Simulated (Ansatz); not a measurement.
# SiO2: the cost of one run

Program: Ansatz 0.2.0. Level of theory: DFT PBE, scalar-relativistic, plane waves, PAW. These are calculated values, not measurements.

3 further runs of the same task are left out: 3 set aside as unsound or not needed.

### Step 1. The starting structure

Symmetry: I-42d, No. 122, tetragonal system. Conventional cell: a = 5.027 Å, b = 5.027 Å, c = 7.379 Å, α = 90.00°, β = 90.00°, γ = 90.00°. Si (site symmetry -4) has 4 O at 1.63 Å in its first shell of neighbours. O (site symmetry 2) is surrounded by 2 Si at 1.63 Å.

Structure file:

```cif
data_structure
_symmetry_space_group_name_H-M 'P 1'
_symmetry_Int_Tables_number 1
_cell_length_a 5.1231
_cell_length_b 5.1231
_cell_length_c 5.1231
_cell_angle_alpha 121.240
_cell_angle_beta 121.240
_cell_angle_gamma 87.865
_cell_volume 93.22
loop_
_atom_site_label
_atom_site_type_symbol
_atom_site_fract_x
_atom_site_fract_y
_atom_site_fract_z
_atom_site_occupancy
Si1 Si 0.00000 0.00000 0.00000 1
Si2 Si 0.75000 0.25000 0.50000 1
O1 O 0.96701 0.62500 0.84201 1
O2 O 0.37500 0.21701 0.34201 1
O3 O 0.78299 0.12500 0.15799 1
O4 O 0.87500 0.03299 0.65799 1
```

This cell was relaxed beforehand with the same method: volume 15.54 Å³/atom, gap on the mesh 5.73 eV.

The bulk reference comes from a run made before at the same settings: -591.3682 eV/atom.

### Step 2. Cutting the (001) slab

Miller indices refer to the conventional cell of the relaxed bulk, I-42d (No. 122): a = 5.027 Å, b = 5.027 Å, c = 7.379 Å, α = 90.00°, β = 90.00°, γ = 90.00°.

Cut from the relaxed bulk: a (001) slab, 10.1 Å thick as cut, with 15 Å of vacuum; its outer planes are Si (top) and O (bottom).

The slab as cut. Layers, bottom to top:

```
plane  atoms per cell  height over the lowest (Å)
    1              O2                        0.00
    2              Si                        0.92
    3              O2                        1.84
    4              Si                        2.77
    5              O2                        3.69
    6              Si                        4.61
    7              O2                        5.53
    8              Si                        6.46
    9              O2                        7.38
   10              Si                        8.30
   11              O2                        9.22
   12              Si                       10.15
```

### Step 3. The slab as cut, atoms at the bulk's places

The cell repeats along c, and a dipole correction in the vacuum removes the field between the copies.

File input.yaml:

```yaml
crystal:
  lattice:
    - [5.026738673, 0.0, 0.0]
    - [0.0, 5.026738673, 0.0]
    - [0.0, 0.0, 25.145823812]
  atoms:
    - { symbol: O, position: [0.75, 0.0920112792, 0.2982602621] }
    - { symbol: O, position: [0.25, 0.9079887208, 0.2982602621] }
    - { symbol: Si, position: [0.5, 0.0, 0.3349402144] }
    - { symbol: O, position: [0.4079887208, 0.25, 0.3716201668] }
    - { symbol: O, position: [0.5920112792, 0.75, 0.3716201668] }
    - { symbol: Si, position: [0.5, 0.5, 0.4083001191] }
    - { symbol: O, position: [0.25, 0.5920112792, 0.4449800715] }
    - { symbol: O, position: [0.75, 0.4079887208, 0.4449800715] }
    - { symbol: Si, position: [0.0, 0.5, 0.4816600238] }
    - { symbol: O, position: [0.9079887208, 0.75, 0.5183399762] }
    - { symbol: O, position: [0.0920112792, 0.25, 0.5183399762] }
    - { symbol: Si, position: [0.0, 0.0, 0.5550199285] }
    - { symbol: O, position: [0.75, 0.0920112792, 0.5916998809] }
    - { symbol: O, position: [0.25, 0.9079887208, 0.5916998809] }
    - { symbol: Si, position: [0.5, 0.0, 0.6283798332] }
    - { symbol: O, position: [0.4079887208, 0.25, 0.6650597856] }
    - { symbol: O, position: [0.5920112792, 0.75, 0.6650597856] }
    - { symbol: Si, position: [0.5, 0.5, 0.7017397379] }
basis:
  ecutwfc: 420
kpoints:
  mp_grid: { grid: [5, 5, 1] }
hamiltonian:
  xc: pbe
scf:
  occupations: { method: gaussian, width: 0.05 }
output:
  forces: true
  stress: true
  eigenvalues: true
  write_density: true
  write_potential: true
  elf: true
  volumetric_format: npy
efield:
  axis: 3
  dipole_correction: true
  ramp_width: 0.04
```

Started as:

```console
$ ansatz run input.yaml --threads 2 --pin off --max-ram 5120MiB --backend cpu --events-out ev --progress --plain --runs-dir out
```

**Question.** How long does this run take on 2 threads of Arm Neoverse V1, shared host, and how much memory does it need?

About 55 s, with a peak of 1 GiB.
